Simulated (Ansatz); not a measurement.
## AlP: experiment and calculation

**What was measured.**

A printed reference work (textbook) reports, for a bulk crystal of AlP at 300 K: lattice constant a 5.451 Å; band gap 2.45 eV (indirect).

How close the calculation comes is told at the end.

Theory: DFT PBE, scalar-relativistic, plane waves, PAW in Ansatz 0.2.0.

Settings: cutoff 420 eV, Γ-centred mesh 8×8×8 on the computed 2-atom cell, Gaussian smearing of 0.02 eV; no spin polarisation.

Relaxed structure:

```cif
data_structure
_symmetry_space_group_name_H-M 'F-43m'
_symmetry_Int_Tables_number 216
_cell_length_a 5.5068
_cell_length_b 5.5068
_cell_length_c 5.5068
_cell_angle_alpha 90.000
_cell_angle_beta 90.000
_cell_angle_gamma 90.000
_cell_volume 166.99
loop_
_atom_site_label
_atom_site_type_symbol
_atom_site_symmetry_multiplicity
_atom_site_Wyckoff_symbol
_atom_site_fract_x
_atom_site_fract_y
_atom_site_fract_z
_atom_site_occupancy
Al1 Al 4 a 0.00000 0.00000 0.00000 1
P1 P 4 d 0.25000 0.25000 0.75000 1
```

```json
{"Space group": "F-43m (No. 216)", "Volume per atom": "20.87 Å³", "Formation energy from the elements' standard states (uncorrected)": "-0.633 eV/atom", "Kohn–Sham band gap": "1.63 eV", "Orbital (Löwdin) character of the top 1 eV of the valence band": "P 3p 80 %, Al 3p 17 %", "Orbital (Löwdin) character of the lowest 1 eV of the conduction band": "Al 3p 52 %, P 3s 17 %, P 3p 9 %, Al 3s 8 %, unprojected 15 %", "Bader charge by site (e)": "Al (1 in the cell) 2.09, P (1 in the cell) -2.09"}
```

A measured lattice constant a of AlP is 5.451 Å (300 K; a printed reference work (textbook)); the calculated 5.507 Å exceeds it by 1.0 %. The calculation is for 0 K without zero-point motion. Measured band gap of AlP: 2.45 eV (indirect; 300 K; a printed reference work (textbook)). This calculation gives 1.63 eV (-0.82 eV). Kohn–Sham gaps of semilocal functionals fall short of measured ones as a rule.

It was relaxed from a cell as deposited in COD. Löwdin shares on free-atom orbitals overweight diffuse shells in the empty bands.
